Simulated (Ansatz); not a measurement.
# BaTiO3 (P1) in Ansatz: a series of runs, part 2 of 2

Ansatz 0.2.0. The steps go on from the part before.

### 3 Single point, PBE

File input.yaml:

```yaml
crystal:
  lattice:
    - [-3.9998, 0.0, 0.0]
    - [0.0, 0.0, -4.018]
    - [0.0, -7.9996, 0.0]
  atoms:
    - { symbol: Ba, position: [0.00144355, 0.02304186, 0.50759263] }
    - { symbol: Ba, position: [0.99855645, 0.97695814, 0.99240737] }
    - { symbol: Ti, position: [0.48032989, 0.56318885, 0.23579995] }
    - { symbol: Ti, position: [0.51967011, 0.47281115, 0.76420005] }
    - { symbol: O, position: [0.49380053, 0.96597287, 0.25815002] }
    - { symbol: O, position: [0.50619947, 0.00202713, 0.74184998] }
    - { symbol: O, position: [0.50761037, 0.49933203, 0.50744356] }
    - { symbol: O, position: [0.49238963, 0.47066797, 0.99255644] }
    - { symbol: O, position: [0.0152243, 0.48840562, 0.27113375] }
    - { symbol: O, position: [0.9847757, 0.48159438, 0.72886625] }
hamiltonian:
  xc: pbe
  pseudopotentials: { kind: paw }
kpoints:
  mp_grid: { grid: [2, 2, 1] }
scf:
  occupations: { method: fermi_dirac, width: 0.05 }
output:
  forces: true
  stress: true
  eigenvalues: true
```

Potentials or basis: Ansatz PAW.

Started as:

```sh
ansatz run input.yaml --threads 4 --pin off --max-ram 11264MiB --backend cpu --events-out ev --progress --plain --runs-dir out
```

The log of the run:

```text
Warning: RAYON_NUM_THREADS=4 ignored (pool sized by the plan → 4); use --threads N
Engine: ansatz 0.2.0, aarch64-unknown-linux-gnu
Pseudopotentials: kind: paw
Pseudopotential: Ba, paw, valence charge 10, recommended cutoff 420 eV (normal), Ba.paw.azcp
Pseudopotential: Ti, paw, valence charge 12, recommended cutoff 420 eV (normal), Ti.paw.azcp
Pseudopotential: O, paw, valence charge 6, recommended cutoff 420 eV (normal), O.paw.azcp
Functional definition: PBE
  parameter kappa = 0.804
  parameter beta = 0.06672455060314922
  exchange = pbe_x(kappa = kappa, mu = beta*pi^2/3)
  correlation = pbe_c(beta = beta)
Crystal: 10 atoms, lattice volume = 128.563 Å³
Basis set: ecut = 420 eV, 2475 PW (Γ), exchange–correlation on 54×54×108 points (8 copies of the dense FFT grid, shifted against one another)
Bands: 50, of which v1, the nominal top of the filled ones, is band 40 counted from 1 (39 counted from 0)
Symmetry: 1 space group operations
Space group: P1 (ITA 1), of the structure as read, at distance tolerance 5.0e-5 Å
k-points: 4
Non-local potential: Ba, projectors of the file, l = 0: 3, l = 1: 2, l = 2: 2, l = 3: 2
Non-local potential: Ti, projectors of the file, l = 0: 3, l = 1: 2, l = 2: 3, l = 3: 1
Non-local potential: O, projectors of the file, l = 0: 2, l = 1: 2, l = 2: 1
PAW form: soft (Blöchl's): semilocal exchange-correlation on the pseudo side does not see the compensation charge
PAW one-centre angular grid: Ba, 194 points (default); XC on 64 Gauss nodes
PAW one-centre angular grid: Ti, 590 points (default); XC on 64 Gauss nodes
PAW one-centre angular grid: O, 110 points (default); XC on 64 Gauss nodes
Initial density: superposition of atomic densities (neutral atoms: chi_scale 0, normalization atom), corrected by the library's trained network
Initial wavefunctions: pseudopotential atomic-orbital guess
Functional: x = pbe(κ = 0.804, μ = 0.2195149727645171), c = pbe(β = 0.06672455060314922)
SCF iter   1: F=—  HF=-20316.742805 eV  |F-HF|=—  |Δ(HF+E_count)|=         —  Δρ=9.59e-3  dr2=1.41e-1  ethr=1.77e-3  ⟨swp⟩=7.2  Hψ=875  notcnv=0  defer=1
preconditioner: auto → Resta (q_TF=auto, 2.521 Å⁻¹)  ε∞=6.0  [insulator: Δε(μ)=1.335 eV  Ē_g=11.481 eV  σ=0.050 eV  W_gap=1.00  n_scr=38 (ndim 8)  ℏωp=25.8 eV  f_vac=0.000  D(μ)=0.00/eV (n_scr^D=0)  ε∞_Penn≈6.0]
SCF iter   2: F=—  HF=-20316.721044 eV  |F-HF|=—  |Δ(HF+E_count)|=   2.18e-2  Δρ=3.85e-3  dr2=2.56e-2  ethr=1.76e-4  ⟨swp⟩=2.0  Hψ=273  notcnv=0  defer=6
SCF iter   3: F=—  HF=-20316.716812 eV  |F-HF|=—  |Δ(HF+E_count)|=   4.23e-3  Δρ=8.71e-4  dr2=1.57e-3  ethr=3.19e-5  ⟨swp⟩=2.0  Hψ=315  notcnv=0  defer=3
automatic band count: iteration 3 solves 49 bands in place of 50: the levels show a gap, and the empty bands left out lie too high to hold charge; the band table lists the bands solved (type scf.n_extra_bands for more)
SCF iter   4: F=—  HF=-20316.716573 eV  |F-HF|=—  |Δ(HF+E_count)|=   2.38e-4  Δρ=2.09e-4  dr2=6.38e-5  ethr=1.97e-6  ⟨swp⟩=2.0  Hψ=322  notcnv=0  defer=3
SCF iter   5: F=—  HF=-20316.717188 eV  |F-HF|=—  |Δ(HF+E_count)|=   6.15e-4  Δρ=7.17e-5  dr2=6.20e-6  ethr=7.98e-8  ⟨swp⟩=2.0  Hψ=351  notcnv=0  defer=3
SCF iter   6: F=—  HF=-20316.717189 eV  |F-HF|=—  |Δ(HF+E_count)|=   5.51e-7  Δρ=1.99e-5  dr2=5.37e-7  ethr=7.75e-9  ⟨swp⟩=2.0  Hψ=311  notcnv=0  defer=3
SCF iter   7: F=-20316.717189 eV  HF=-20316.717189 eV  |F-HF|=1.78e-9  |Δ(HF+E_count)|=   8.37e-8  Δρ=5.23e-6  dr2=3.55e-8  ethr=1.25e-10  ⟨swp⟩=10.8  Hψ=899  notcnv=0
SCF 1 converged in 7 iterations: F = -20316.717189 eV  dr2 = 3.55e-8
SCF converged after 7 iterations
Free energy (F): -20316.717189 eV
Harris-Foulkes:  -20316.717189 eV  (|F-HF|=1.78e-9)
Internal energy: -20316.717173 eV  (E = F + TS)
E sigma→0 (E₀):  -20316.717181 eV
Entropy (-TS):   -0.000016 eV (-0.002 meV/atom)
Fermi energy:    11.906153 eV
--- Per-component energies (eV) ---
  E_band       = -277.345923
  E_kinetic    = 1950.515540
  E_local      = -4300.188369  (includes V_loc(G=0)·N_el)
  E_nonlocal   = 409.715588
  E_hartree    = 1689.060653
  E_xc         = -984.329285
  E_vxc        = -1094.100127  (∫ρ·V_xc dr)
  E_paw        = -13491.693987  (= ΣΔE_a)
  E_vpaw       = -621.430646  (= ΣTr[D̂ρ^β])
  E_aug_tail   = 0.014881  (compensation charges beyond the density's cutoff)
  E_ewald      = -5589.812193
  E_smearing   = -0.000016  (= −TS)
  E_closure    = -0.000000  (closes the sum)
  Σ components = -20316.717189   (vs F -20316.717189, Δ=0.00e0)
--- Forces (eV/Å), atoms counted from 1 ---
  atom   1  Ba    -0.01566080     0.45566080     0.51493043
  atom   2  Ba    -0.05375172     0.13381018    -0.67448141
  atom   3  Ti     0.13550256    -3.20511042     4.50849735
  atom   4  Ti    -0.70978213     4.69594732    -0.18506342
  atom   5  O     -0.43577328     0.77640723    -3.79959088
  atom   6  O      0.67839467    -1.45771146     0.23122153
  atom   7  O      0.22673756     0.64759729     0.30633159
  atom   8  O     -0.05307579    -1.96640280    -0.04810673
  atom   9  O      0.27373857     1.97231270    -0.11124762
  atom  10  O     -0.04630112    -2.05251682    -0.74249638
  max |Σ_I F_I| component: 2.85e-5 eV/Å
--- Stress (GPa, compression-positive) ---
        5.807183       0.578739      -0.150858
        0.578739      10.199054       1.331516
       -0.150858       1.331516      17.888563
  P = ⅓ Tr σ = 11.2983 GPa (112.983 kbar)
--- Band table (eV) ---
  k-point 0: bands = ["-45.9979", "-45.8252", "-22.5138", "-22.3397", "-22.2675", "-22.2542", "-22.0724", "-22.0458", "-15.3573", "-13.4176", "-7.0404", "-6.8529", "-6.3144", "-5.8220", "-5.7489", "-4.1036", "-0.5572", "-0.5380", "-0.3726", "1.4034", "1.4217", "1.4910", "6.0757", "7.2065", "7.2261", "7.5300", "7.5590", "7.7228", "7.9789", "8.0604", "8.3255", "8.3625", "8.4610", "8.7946", "9.1504", "9.3743", "9.5517", "10.4843", "10.8720", "11.1491", "12.4314", "12.6326", "12.9253", "13.8752", "14.3131", "14.4453", "14.6115", "14.7277", "14.8356"]
  k-point 1: bands = ["-45.9971", "-45.8243", "-22.5617", "-22.3441", "-22.2958", "-22.2654", "-22.0704", "-22.0438", "-15.2701", "-13.3099", "-7.2541", "-6.2427", "-6.1839", "-5.9860", "-5.5917", "-4.2851", "-0.5208", "-0.4410", "-0.3671", "1.1709", "1.5999", "1.6964", "5.6511", "5.9736", "6.2036", "6.5602", "6.6911", "6.9211", "7.7262", "7.8268", "7.9630", "8.1675", "8.5102", "8.5569", "8.6400", "9.3590", "9.6069", "10.1730", "10.6820", "10.8199", "12.8175", "13.9699", "14.1277", "14.3464", "14.6454", "14.7231", "14.8919", "15.4919", "16.5314"]
  k-point 2: bands = ["-45.9970", "-45.8242", "-22.5117", "-22.3430", "-22.3111", "-22.2521", "-22.1030", "-22.0602", "-15.2640", "-13.3127", "-7.3142", "-6.5979", "-6.1211", "-5.7598", "-5.4850", "-4.3494", "-0.5353", "-0.5109", "-0.3286", "1.2825", "1.5734", "1.6183", "5.9000", "6.0577", "6.5691", "6.6900", "6.7652", "7.1573", "7.2387", "8.0376", "8.1637", "8.4107", "8.4422", "8.6852", "8.7597", "8.8814", "9.3893", "10.0168", "10.3191", "11.0986", "13.1030", "13.6901", "13.9483", "14.2190", "14.5368", "14.5711", "14.8084", "15.5615", "15.9983"]
  k-point 3: bands = ["-45.9961", "-45.8233", "-22.5586", "-22.3458", "-22.3108", "-22.2918", "-22.0999", "-22.0586", "-15.2034", "-13.2294", "-7.0262", "-6.2247", "-5.7834", "-5.6556", "-5.5569", "-4.2283", "-1.1218", "-1.1105", "-0.8002", "1.0243", "1.0792", "1.1950", "5.7877", "6.0548", "6.2360", "6.3270", "6.7907", "6.8824", "7.0957", "7.5497", "7.5675", "7.7203", "8.0751", "9.1608", "9.3545", "9.5759", "9.9515", "10.2331", "11.2137", "11.3794", "13.6828", "14.1338", "14.4168", "14.5544", "14.8355", "14.9343", "15.1903", "16.1931", "16.5729"]
```

It took 0.76 s on 4 threads of Arm Neoverse V1, shared host; peak memory 0.41 GiB.

Results:

```
Free energy            : -20316.7172 eV
Pressure               : 11.3 GPa
Largest force          : 5.533 eV/Å
Band gap on the k mesh : 1.05 eV, indirect (least direct gap 1.28 eV)
```

Forces on the atoms (eV/Å):
```
Ba  -0.016  0.456  0.515
Ba  -0.054  0.134 -0.674
Ti   0.136 -3.205  4.508
Ti  -0.710  4.696 -0.185
O   -0.436  0.776 -3.800
O    0.678 -1.458  0.231
O    0.227  0.648  0.306
O   -0.053 -1.966 -0.048
O    0.274  1.972 -0.111
O   -0.046 -2.053 -0.742
```

Levels at points of the mesh, in eV from the valence-band top:
```csv
k point,band 37,band 38,band 39,band 40,band 41,band 42,band 43,band 44
"(0.00, 0.00, 0.00)",-1.83,-0.90,-0.51,-0.23,1.05,1.25,1.55,2.50
"(0.00, -0.50, 0.00)",-1.77,-1.21,-0.70,-0.56,1.44,2.59,2.75,2.97
"(-0.50, 0.00, 0.00)",-1.99,-1.36,-1.06,-0.28,1.72,2.31,2.57,2.84
"(-0.50, -0.50, 0.00)",-1.43,-1.15,-0.17,0.00,2.30,2.75,3.04,3.18
```

Caveat: the k mesh is coarse (spacing up to 0.79 Å⁻¹), so the values aren't converged; the pressure holds a Pulay correction of +0.6 GPa for the finite cutoff; spin-orbit coupling is left out, which moves the levels of the heavy elements; forces of over 1 eV/Å show positions far from the minimum, so gaps and moduli don't describe the material at rest. A k mesh can miss the band edges.

### 4 Relaxation of cell and atoms, PBE+U

Changes to input.yaml since step 3:

```diff
@@ -19,4 +19,5 @@
   pseudopotentials: { kind: paw }
+  hubbard: { sites: [{ species: Ti, l: d, u_eff: 1.0 }] }
 kpoints:
-  mp_grid: { grid: [2, 2, 1] }
+  mp_grid: { grid: [7, 7, 4] }
 scf:
@@ -27 +28,5 @@
   eigenvalues: true
+relax:
+  f_tol: 0.01
+  max_steps: 40
+  cell: { stress_tol: 0.05 }
```

Started as:

```sh
ansatz run input.yaml --threads 4 --pin off --max-ram 11264MiB --backend cpu --events-out ev --progress --plain --runs-dir out
```

It took 5.8 min on 4 threads of Arm Neoverse V1, shared host; peak memory 1.1 GiB.

Results (log left out):

| Property | Result |
| --- | --- |
| Free energy | -20317.4579 eV |
| Relaxed volume | 13.36 Å³/atom |
| Relaxed cell | a = 4.015 Å, b = 4.020 Å, c = 8.276 Å, α = 90.00°, β = 90.00°, γ = 90.11° |
| Space group after relaxing (to 0.05 Å) | Cmc2_1 (No. 36) |
| Energy gained by relaxing | 180.7 meV/atom |
| Ionic steps | 13 |
| Pressure after relaxing | 0.0 GPa |
| Band gap on the k mesh | 2.41 eV, indirect (least direct gap 2.86 eV) |

Step by step:
| step | energy change (eV) | largest force (eV/Å) | volume (Å³) |
| --- | --- | --- | --- |
| 1 | 0.0000 | 6.8255 | 128.56 |
| 2 | -1.4859 | 2.4775 | 134.41 |
| 3 | -1.6456 | 0.1007 | 125.75 |
| 4 | -1.7764 | 0.1223 | 133.81 |
| 5 | -1.7784 | 0.1419 | 133.70 |
| 6 | -1.7859 | 0.0116 | 132.92 |
| 7 | -1.7857 | 0.0026 | 133.06 |
| 8 | -1.7856 | 0.0011 | 133.10 |
| 9 | -1.8058 | 0.0015 | 133.10 |
| 10 | -1.8053 | 0.0019 | 133.49 |
| 11 | -1.8067 | 0.0019 | 133.49 |
| 12 | -1.8065 | 0.0005 | 133.59 |
| 13 | -1.8068 | 0.0005 | 133.59 |

Final structure:
```
CELL_PARAMETERS angstrom
-4.01546 -0.00001 0.00381
0.00383 0.00000 -4.01996
-0.00002 -8.27611 -0.00001
ATOMIC_POSITIONS crystal
Ba 0.99694 0.99767 0.50718
Ba 0.00307 0.99113 0.00718
Ti 0.48630 0.50890 0.26536
Ti 0.51372 0.47991 0.76536
O 0.50732 0.98186 0.24515
O 0.49267 0.00693 0.74515
O 0.49952 0.49489 0.48728
O 0.50047 0.49390 0.98728
O 0.01170 0.48652 0.24503
O 0.98829 0.50228 0.74503
```

Levels at points of the mesh, in eV from the valence-band top:
| k point | band 36 | band 37 | band 38 | band 39 | band 40 | band 41 | band 42 | band 43 | band 44 | band 45 |
| --- | --- | --- | --- | --- | --- | --- | --- | --- | --- | --- |
| (0.00, 0.00, 0.00) | -0.80 | -0.66 | -0.53 | -0.51 | -0.45 | 2.41 | 2.45 | 2.66 | 2.70 | 3.78 |
| (0.00, 0.00, -0.50) | -1.27 | -0.65 | -0.65 | -0.56 | -0.56 | 2.46 | 2.46 | 3.23 | 3.23 | 3.24 |

Eigenvalues of the final occupation matrices:
```tsv
site	spin	trace	eigenvalues
site 1	1	1.17	0.20 0.20 0.20 0.28 0.29
site 2	1	1.17	0.20 0.20 0.20 0.28 0.29
```

Caveat: odd divisions of the mesh miss points on the zone boundary, where band edges often lie, so the gap on the mesh can be too wide; the plane-wave basis is chosen anew once the cell has moved, so the energies of steps on either side of that aren't comparable; the pressure holds a Pulay correction of +0.5 GPa for the finite cutoff; spin-orbit coupling is left out, which moves the levels of the heavy elements.

### 5 The runs side by side

| task | level | U | cell | k mesh | hubbard projectors | double counting | mesh quality | gap on the mesh (eV) | pressure (GPa) | relaxed volume (Å³/atom) |
| --- | --- | --- | --- | --- | --- | --- | --- | --- | --- | --- |
| relaxation of cell and atoms | RPBE+D3(BJ) | - | relaxed | 7 × 7 × 4 | - | - | not flagged | 2.05 | 0.0 | 11.50 |
| single point | PBE | - | as given | 2 × 2 × 1 | - | - | coarse | 1.05 | 11.3 | - |
| relaxation of cell and atoms | PBE+U | Ti d U = 1 eV | relaxed | 7 × 7 × 4 | ortho-atomic (the default) | fll (the default) | not flagged | 2.41 | 0.0 | 13.36 |

Alike in all rows: potentials or basis Ansatz PAW; no spin polarisation; cutoff (eV) 420; smearing fermi-dirac 0.05 eV.

Caveats: some runs use coarse meshes; spin-orbit coupling is left out, which moves the levels of the heavy elements; odd divisions of the mesh miss points on the zone boundary, where band edges often lie, so the gap on the mesh can be too wide (some runs); the plane-wave basis is chosen anew once the cell has moved, so the energies of steps on either side of that aren't comparable (some runs); the volume moved by -11 % from the deposited cell, more than functionals usually miss (some runs); the PAW data sets come from PBE, with cores solved anew for the run's functional, which leaves a small shift of forces and pressure (some runs); forces of over 1 eV/Å show positions far from the minimum, so gaps and moduli don't describe the material at rest (some runs).

Total energies depend on the potentials used, so only differences within one code and one set of settings carry meaning.
